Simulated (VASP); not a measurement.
A run of VASP 6.6.1 is set up as follows.

File INCAR:

```
SYSTEM = Cs
  PREC = Accurate
  ENCUT = 520
  EDIFF = 1E-6
  ISMEAR = -1
  SIGMA = 0.05
  LREAL = .FALSE.
  LASPH = .TRUE.
  NELM = 80
  ALGO = Normal
  ISIF = 2
  LWAVE = .FALSE.
  LCHARG = .FALSE.
  LDIPOL = .TRUE.
  IDIPOL = 3
  DIPOL = 0.5 0.5 0.500
  GGA = PE
  IVDW = 13
  IBRION = 2
  NSW = 60
  EDIFFG = -0.005
```

Contents of KPOINTS:

```
regular mesh
0
G
  4 3 1
  0 0 0
```

File POSCAR:

```
Cs
1.0
    5.5837899523      0.0000000000      0.0000000000
    0.0000000000      7.8966714800      0.0000000000
    0.0000000000      0.0000000000     23.3756849285
Cs
4
Selective dynamics
Direct
    0.5000000000      0.5000000000      0.3208462136  F F F
    0.0000000000      0.0000000000      0.4402820712  F F F
    0.5000000000      0.5000000000      0.5597179288  T T T
    0.0000000000      0.0000000000      0.6791537864  T T T
```

Potentials or basis: VASP PAW PBE potentials, release 64 (Cs_sv).

Command:

```console
$ cat potpaw_PBE.64/Cs_sv/POTCAR > POTCAR
$ mpirun -np 1 vasp_std > vasp.out
```

What does it give for the energy gained by relaxing?

1.1 meV/atom.

What does it give for the dispersion energy per atom?

-0.043 eV.

What does it give for the band gap on the k mesh?

None (metal or under the smearing width).

The path:
| step | energy change (eV) | largest force (eV/Å) | pressure (GPa) |
| --- | --- | --- | --- |
| 1 | 0.0000 | 0.0311 | -0.09 |
| 2 | 0.0000 | 0.0310 | -0.09 |
| 3 | -0.0002 | 0.0308 | -0.09 |
| 4 | -0.0005 | 0.0309 | -0.09 |
| 5 | -0.0010 | 0.0316 | -0.09 |
| 6 | -0.0018 | 0.0321 | -0.09 |
| 7 | -0.0030 | 0.0343 | -0.08 |
| 8 | -0.0029 | 0.0380 | -0.07 |
| 9 | -0.0034 | 0.0360 | -0.08 |
| 10 | -0.0038 | 0.0344 | -0.07 |
| 11 | -0.0041 | 0.0328 | -0.07 |
| 12 | -0.0044 | 0.0315 | -0.07 |

Spin-orbit coupling is left out, which matters for the levels of Cs.
